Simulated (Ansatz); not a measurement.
# B on Ir(110): change of the work function, part 4 of 4

Wanted: Δφ(θ) for B/Ir(110), starting from the longbridge site.

Ansatz 0.2.0; plane-wave DFT, PBE, Ansatz PAW (the session's first sound run).

So far, work function, upper face (eV): step 2 (the clean slab) 4.93; step 3 (21 atoms, coverage 0.25 ML, cell 2x2) 5.18; step 4 (22 atoms, coverage 0.5 ML, cell 2x2) 5.35; step 5 (6 atoms, coverage 1 ML, cell 1x1) 5.81.

**7. The 0.25 ML cell at another level of theory, functional PBEsol**

This step: plane-wave DFT, PBEsol, Ansatz PAW (Ansatz 0.2.0).

System of this step: BIr20 (B/Ir(110)). The cell holds 21 atoms: 20 Ir and 1 B. Its edges and angles: a = 7.680 Å, b = 5.431 Å, c = 24.481 Å, α = 90.0°, β = 90.0°, γ = 90.0°. Vacuum lies along c.

The geometry is kept and the functional is PBEsol.

input.yaml

```yaml
crystal:
  lattice:
    - [7.68, 0.0, 0.0]
    - [0.0, 5.4305800796, 0.0]
    - [0.0, 0.0, 24.4806389549]
  atoms:
    - { symbol: Ir, position: [0.0, 0.0, 0.3676374631] }
    - { symbol: Ir, position: [0.25, 0.25, 0.4230953709] }
    - { symbol: Ir, position: [-0.0016419938, 0.0, 0.4763681448] }
    - { symbol: Ir, position: [0.25, 0.2561583001, 0.5364657696] }
    - { symbol: Ir, position: [-0.0041650885, 0.0, 0.5864041277] }
    - { symbol: Ir, position: [0.0, 0.5, 0.3676374631] }
    - { symbol: Ir, position: [0.25, 0.75, 0.4230953709] }
    - { symbol: Ir, position: [0.0026879512, 0.5, 0.4767420491] }
    - { symbol: Ir, position: [0.25, 0.7438416999, 0.5364657696] }
    - { symbol: Ir, position: [-0.0054995659, 0.5, 0.5854647174] }
    - { symbol: Ir, position: [0.5, 0.0, 0.3676374631] }
    - { symbol: Ir, position: [0.75, 0.25, 0.4230953709] }
    - { symbol: Ir, position: [0.5016419938, 0.0, 0.4763681448] }
    - { symbol: Ir, position: [0.75, 0.2537429241, 0.5365944466] }
    - { symbol: Ir, position: [0.5041650885, 0.0, 0.5864041277] }
    - { symbol: Ir, position: [0.5, 0.5, 0.3676374631] }
    - { symbol: Ir, position: [0.75, 0.75, 0.4230953709] }
    - { symbol: Ir, position: [0.4973120488, 0.5, 0.4767420491] }
    - { symbol: Ir, position: [0.75, 0.7462570759, 0.5365944466] }
    - { symbol: Ir, position: [0.5054995659, 0.5, 0.5854647174] }
    - { symbol: B, position: [0.25, 0.0, 0.6077290431] }
kpoints:
  mp_grid: { grid: [4, 6, 1] }
hamiltonian:
  xc: pbesol
scf:
  occupations: { method: fermi_dirac, width: 0.1 }
  convergence: { dr2_threshold: 1.0e-08 }
efield:
  axis: 3
  dipole_correction: true
  ramp_position: 0.97
  ramp_width: 0.06
output:
  write_potential: true
  write_density: true
  volumetric_format: npy
```

Run with:

```sh
> ansatz run input.yaml --threads 4 --pin off --max-ram 12288MiB --backend cpu --events-out ev --progress --plain --runs-dir out
```

Numbers of over 12 decimals in the logs are rounded to 6 here.

What it wrote:

```text
[...]
Crystal: 21 atoms, lattice volume = 1021.010 Å³
Basis set: ecut = 420 eV, 19947 PW (Γ)
Bands: 206, of which v1, the nominal top of the filled ones, is band 172 counted from 1 (171 counted from 0)
Symmetry: 4 space group operations
[...]
k-points: 12 of 24
[...]
SCF iter   1: F=—  HF=-236116.573728 eV  |F-HF|=—  |Δ(HF+E_count)|=         —  Δρ=6.79e-3  dr2=4.74e-1  ethr=1.77e-3  p=-0.068 e·Å  D=-1.21e-2 V/Å  ΔV_dip=0.30 eV  dr2_dipole=1.88e-2  V_vac-E_F(+/−)=5.17/4.88 eV  ⟨swp⟩=9.2  Hψ=11185  notcnv=0  defer=34
[...]
SCF iter  11: F=-236116.526783 eV  HF=-236116.526783 eV  |F-HF|=2.33e-9  |Δ(HF+E_count)|=   1.83e-8  Δρ=3.36e-7  dr2=2.99e-9  ethr=2.92e-12  p=-0.059 e·Å  D=-1.05e-2 V/Å  ΔV_dip=0.26 eV  dr2_dipole=4.66e-10  V_vac-E_F(+/−)=5.29/5.04 eV  ⟨swp⟩=15.9  Hψ=6600  notcnv=0
SCF 1 converged in 11 iterations: F = -236116.526783 eV  dr2 = 2.99e-9
[...]
SCF converged after 11 iterations
Free energy (F): -236116.526783 eV
[...]
Internal energy: -236115.576064 eV  (E = F + TS)
E sigma→0 (E₀):  -236116.051423 eV
Entropy (-TS):   -0.950719 eV (-45.272 meV/atom)
Fermi energy:    3.440420 eV
Dipole field:    D = -0.010469 V/Å  (p = -0.059072 e·Å, saw-weighted, corrected)
Work function:   Φ+ = 5.2940 eV   Φ− = 5.0377 eV
[...]
--- Band table (eV; the first three rows and the last of 12) ---
  k-point 0: bands = [... 168 lower, 3.5456, 3.5567, 3.6406, 3.8916, 3.9636, 3.9877, 4.0800, 4.1261, ... 30 higher]
  k-point 1: bands = [... 168 lower, 3.4214, 3.4399, 3.5026, 3.5729, 3.5779, 3.6369, 3.6775, 3.7658, ... 30 higher]
  k-point 2: bands = [... 168 lower, 3.0205, 3.0811, 3.1546, 3.2862, 3.3494, 3.4163, 3.5044, 3.5376, ... 30 higher]
  k-point 11: bands = [... 168 lower, 2.8713, 3.0922, 3.1997, 3.2620, 3.2771, 3.2864, 3.3170, 3.3866, ... 30 higher]
```

Wall time 2.5 min (4 threads of Arm Neoverse V1, shared host); peak memory 5 GiB; 9.6 min of CPU time.

The column dr2 measures how far the density is from self-consistency, as an energy; F and HF (Harris–Foulkes) agree once it is small.

Numbers from this step:

| Property | Result |
| --- | --- |
| energy at zero smearing | -236116.0514 eV |
| work function, upper face | 5.294 eV |
| work function, lower face | 5.038 eV |
| dipole along the normal | -0.05907 e·Å |
| step between the vacuum levels | 0.2563 eV |

The work function comes to 5.29 eV, +0.11 eV from the first level.

**8. The 0.25 ML cell at another level of theory, functional LDA**

This step: plane-wave DFT, LDA, Ansatz PAW (Ansatz 0.2.0).

The geometry is kept and the functional is LDA.

Changes to input.yaml since step 7:

```diff
@@ -30,3 +30,3 @@
 hamiltonian:
-  xc: pbesol
+  xc: lda
 scf:
```

What it wrote:

```text
[...]
Crystal: 21 atoms, lattice volume = 1021.010 Å³
Basis set: ecut = 420 eV, 19947 PW (Γ)
Bands: 206, of which v1, the nominal top of the filled ones, is band 172 counted from 1 (171 counted from 0)
Symmetry: 4 space group operations
[...]
k-points: 12 of 24
[...]
SCF iter   1: F=—  HF=-233399.620908 eV  |F-HF|=—  |Δ(HF+E_count)|=         —  Δρ=6.66e-3  dr2=4.09e-1  ethr=1.77e-3  p=-0.068 e·Å  D=-1.21e-2 V/Å  ΔV_dip=0.30 eV  dr2_dipole=1.84e-2  V_vac-E_F(+/−)=5.39/5.09 eV  ⟨swp⟩=9.2  Hψ=11133  notcnv=0  defer=31
[...]
SCF iter  10: F=-233399.577356 eV  HF=-233399.577356 eV  |F-HF|=9.78e-9  |Δ(HF+E_count)|=   1.23e-7  Δρ=6.73e-7  dr2=9.93e-9  ethr=2.92e-12  p=-0.055 e·Å  D=-9.71e-3 V/Å  ΔV_dip=0.24 eV  dr2_dipole=1.94e-10  V_vac-E_F(+/−)=5.53/5.29 eV  ⟨swp⟩=16.4  Hψ=7596  notcnv=0
SCF 1 converged in 10 iterations: F = -233399.577356 eV  dr2 = 9.93e-9
[...]
SCF converged after 10 iterations
Free energy (F): -233399.577356 eV
[...]
Internal energy: -233398.622302 eV  (E = F + TS)
E sigma→0 (E₀):  -233399.099829 eV
Entropy (-TS):   -0.955054 eV (-45.479 meV/atom)
Fermi energy:    3.212813 eV
Dipole field:    D = -0.009700 V/Å  (p = -0.054729 e·Å, saw-weighted, corrected)
Work function:   Φ+ = 5.5325 eV   Φ− = 5.2950 eV
[...]
--- Band table (eV; the first three rows and the last of 12) ---
  k-point 0: bands = [... 168 lower, 3.3135, 3.3372, 3.4069, 3.6587, 3.7373, 3.7636, 3.8614, 3.8965, ... 30 higher]
  k-point 1: bands = [... 168 lower, 3.1977, 3.2104, 3.2736, 3.3396, 3.3552, 3.4069, 3.4431, 3.5425, ... 30 higher]
  k-point 2: bands = [... 168 lower, 2.7938, 2.8540, 2.9223, 3.0589, 3.1209, 3.1851, 3.2769, 3.3035, ... 30 higher]
  k-point 11: bands = [... 168 lower, 2.6458, 2.8659, 2.9721, 3.0335, 3.0475, 3.0578, 3.0912, 3.1596, ... 30 higher]
```

Wall time 2.3 min (4 threads); peak memory 5 GiB.

This step gave:

```
energy at zero smearing        : -233399.0998 eV
work function, upper face      : 5.532 eV
work function, lower face      : 5.295 eV
dipole along the normal        : -0.05473 e·Å
step between the vacuum levels : 0.2375 eV
```

The work function comes to 5.53 eV, +0.35 eV from the first level.

**9. The 0.25 ML cell at another level of theory, functional RPBE**

This step: plane-wave DFT, RPBE, Ansatz PAW (Ansatz 0.2.0).

The geometry is kept and the functional is RPBE.

Changes to input.yaml since step 8:

```diff
@@ -30,3 +30,3 @@
 hamiltonian:
-  xc: lda
+  xc: rpbe
 scf:
```

What it wrote:

```text
[...]
Crystal: 21 atoms, lattice volume = 1021.010 Å³
Basis set: ecut = 420 eV, 19947 PW (Γ)
Bands: 206, of which v1, the nominal top of the filled ones, is band 172 counted from 1 (171 counted from 0)
Symmetry: 4 space group operations
[...]
k-points: 12 of 24
[...]
k-point 0: bands = [... 168 lower, 3.8074, 3.8172, 3.9121, 4.1621, 4.2174, 4.2363, 4.3601, 4.3887, ... 30 higher]
  k-point 1: bands = [... 168 lower, 3.6798, 3.7100, 3.7732, 3.8446, 3.8526, 3.9006, 3.9488, 4.0335, ... 30 higher]
  k-point 2: bands = [... 168 lower, 3.2844, 3.3457, 3.4249, 3.5473, 3.6124, 3.6847, 3.7666, 3.8106, ... 30 higher]
  k-point 11: bands = [... 168 lower, 3.1337, 3.3536, 3.4621, 3.5270, 3.5448, 3.5507, 3.5758, 3.6474, ... 30 higher]
[key lines of the parts left out:]
SCF converged after 10 iterations
Free energy (F): -239118.977169 eV
Fermi energy:    3.706241 eV
Dipole field:    D = -0.011130 V/Å  (p = -0.062800 e·Å, saw-weighted, corrected)
Work function:   Φ+ = 5.0299 eV   Φ− = 4.7575 eV
```

The job ended after 2.2 min (4 threads; peak memory 5 GiB).

The work function comes to 5.03 eV, -0.15 eV from the first level.

**10. The series together**

Times are for 4 threads of Arm Neoverse V1, shared host. Results by setting:

| no. | functional | work function, upper face (eV) | dipole along the normal (e·Å) | time | memory (GiB) |
| --- | --- | --- | --- | --- | --- |
| 1 | pbesol | 5.294 | -0.05907 | 2.5 min | 5.0 |
| 2 | lda | 5.532 | -0.05473 | 2.3 min | 5.0 |
| 3 | rpbe | 5.030 | -0.06280 | 2.2 min | 5.0 |

**11. The same run with other settings**

This step: plane-wave DFT, PBE, Ansatz PAW (Ansatz 0.2.0).

System of this step: BIr5 (B/Ir(110)). The cell holds 6 atoms: 5 Ir and 1 B. Cell: a = 3.840 Å, b = 2.715 Å, c = 24.481 Å, α = 90.0°, β = 90.0°, γ = 90.0°. Vacuum lies along c.

An input spoilt on purpose, to show how the run answers: it repeats the earlier run at 1 ML with efield.amplitude to 0 and efield.dipole_correction from true to false, and scf.max_iter set to 60.

input.yaml

```yaml
crystal:
  lattice:
    - [3.84, 0.0, 0.0]
    - [0.0, 2.7152900398, 0.0]
    - [0.0, 0.0, 24.4806389549]
  atoms:
    - { symbol: Ir, position: [0.0, 0.0, 0.3676374631] }
    - { symbol: Ir, position: [0.5, 0.5, 0.4230953709] }
    - { symbol: Ir, position: [0.0, 0.0, 0.476216272] }
    - { symbol: Ir, position: [0.5, 0.5, 0.5376636786] }
    - { symbol: Ir, position: [0.0, 0.0, 0.5844441435] }
    - { symbol: B, position: [0.5, 0.0, 0.6323625369] }
kpoints:
  mp_grid: { grid: [8, 11, 1] }
hamiltonian:
  xc: pbe
scf:
  occupations: { method: fermi_dirac, width: 0.1 }
  convergence: { dr2_threshold: 1.0e-08 }
  max_iter: 60
efield:
  axis: 3
  dipole_correction: false
  ramp_position: 0.97
  ramp_width: 0.06
  amplitude: 0
relax:
  f_tol: 0.02
  max_steps: 60
  constraints: [{ sites: [0, 1] }]
output:
  bader: true
  write_potential: true
  write_density: true
  volumetric_format: npy
```

What it wrote:

```text
Error: invalid value for `efield.amplitude`: is zero with dipole_correction: false — the section would apply nothing; set a non-zero amplitude, enable dipole_correction, or remove the block
```

Run time: 0.02 s. Hardware: 4 threads; peak memory 0.032 GiB.

The program refused the input before any cycle.

The program's message: “Error: invalid value for `efield.amplitude`: is zero with dipole_correction: false — the section would apply nothing; set a non-zero amplitude, enable dipole_correction, or remove the block”

The fault put into the input: a field block that applies nothing.

**12. Varying the input**

System of this step: Ir(110). The cell holds 5 atoms: 5 Ir. Cell: a = 3.840 Å, b = 2.715 Å, c = 23.431 Å, α = 90.0°, β = 90.0°, γ = 90.0°. Vacuum lies along c.

An input spoilt on purpose, to show how the run answers: it repeats the earlier run at 0 ML with efield.ramp_width from 0.06 to 0.9, and scf.max_iter set to 100.

input.yaml

```yaml
crystal:
  lattice:
    - [3.84, 0.0, 0.0]
    - [0.0, 2.7152900398, 0.0]
    - [0.0, 0.0, 23.4305800795]
  atoms:
    - { symbol: Ir, position: [0.0, 0.0, 0.3841134095] }
    - { symbol: Ir, position: [0.5, 0.5, 0.4420567047] }
    - { symbol: Ir, position: [0.0, 0.0, 0.5] }
    - { symbol: Ir, position: [0.5, 0.5, 0.5579432953] }
    - { symbol: Ir, position: [0.0, 0.0, 0.6158865905] }
kpoints:
  mp_grid: { grid: [8, 11, 1] }
hamiltonian:
  xc: pbe
scf:
  occupations: { method: fermi_dirac, width: 0.1 }
  convergence: { dr2_threshold: 1.0e-08 }
  max_iter: 100
efield:
  axis: 3
  dipole_correction: true
  ramp_position: 0.97
  ramp_width: 0.9
relax:
  f_tol: 0.02
  max_steps: 60
  constraints: [{ sites: [0, 1] }]
output:
  write_potential: true
  write_density: true
  volumetric_format: npy
```

What it wrote:

```text
The last accepted step is kept in <dir> (removed where the run ends without a failure and the disk answers)
Engine: ansatz 0.2.0, aarch64-unknown-linux-gnu
Pseudopotentials: kind: paw
Pseudopotential: Ir, paw, valence charge 17, recommended cutoff 420 eV (normal), Ir.paw.azcp
Functional definition: PBE
  parameter kappa = 0.804
  parameter beta = 0.066725
  exchange = pbe_x(kappa = kappa, mu = beta*pi^2/3)
  correlation = pbe_c(beta = beta)
Crystal: 5 atoms, lattice volume = 244.304 Å³
Basis set: ecut = 420 eV, 4787 PW (Γ), exchange–correlation on 54×40×320 points (8 copies of the dense FFT grid, shifted against one another)
Bands: 51, of which v1, the nominal top of the filled ones, is band 43 counted from 1 (42 counted from 0)
Symmetry: 4 space group operations
k-points: 30 of 88
Non-local potential: Ir, projectors of the file, l = 0: 3, l = 1: 2, l = 2: 2, l = 3: 1
PAW form: soft (Blöchl's): semilocal exchange-correlation on the pseudo side does not see the compensation charge
PAW one-centre angular grid: Ir, 590 points (default); XC on 64 Gauss nodes
Initial density: superposition of atomic densities (neutral atoms: chi_scale 0, normalization atom), corrected by the library's trained network
Initial wavefunctions: pseudopotential atomic-orbital guess
Functional: x = pbe(κ = 0.804, μ = 0.219515), c = pbe(β = 0.066725)
Error: efield: ion 0 (Ir) at fractional coordinate 0.3841 along the field axis lies inside the sawtooth ramp with 2 of the planes that the density is read on at each end, [0.9575, 0.8825] — the ramp must sit in vacuum (an ion there feels the fictitious reversed slope); set or move the ramp (efield.ramp_position / ramp_width) or move the geometry
```

The job ended after 0.2 s (4 threads; peak memory 0.35 GiB).

The input was rejected at the start.

The program's message: “Error: efield: ion 0 (Ir) at fractional coordinate 0.3841 along the field axis lies inside the sawtooth ramp with 2 of the planes that the density is read on at each end, [0.9575, 0.8825] — the ramp m …”

The fault put into the input: a ramp so wide that it reaches the atoms.

**13. Summary of results**

```json
{
  "work function of the clean face": "4.93 eV",
  "work function at 0.25 ML": "5.18 eV",
  "work function at 0.5 ML": "5.35 eV",
  "work function at 1 ML": "5.81 eV",
  "dipole per adsorbate at 0.25 ML, positive end outwards": "-0.21 D"
}
```

B raises the work function of Ir(110) at the lowest coverage, by 0.26 eV: the adsorbate layer has its negative end outwards. The slab has 5 layers, at the tabulated experimental lattice constant, one starting site was run, and quantum-size effects of a slab this thin can reach one or two tenths of an eV.

[Logs are printed without paths, hosts, clocks, repeated set-up lines and the standing remarks that a program may print on its own settings, such as how far it seeks lower states.]

[Hosts, paths, dates, database ids (printed as entryN), source tags and the programs' standing remarks are cut or masked in the printed files.]

[Maps of the electrostatic potential energy from Ansatz leave out the sawtooth potential of an applied field or a dipole correction, so their vacuum need not be flat; planar profiles and work functions include it.]
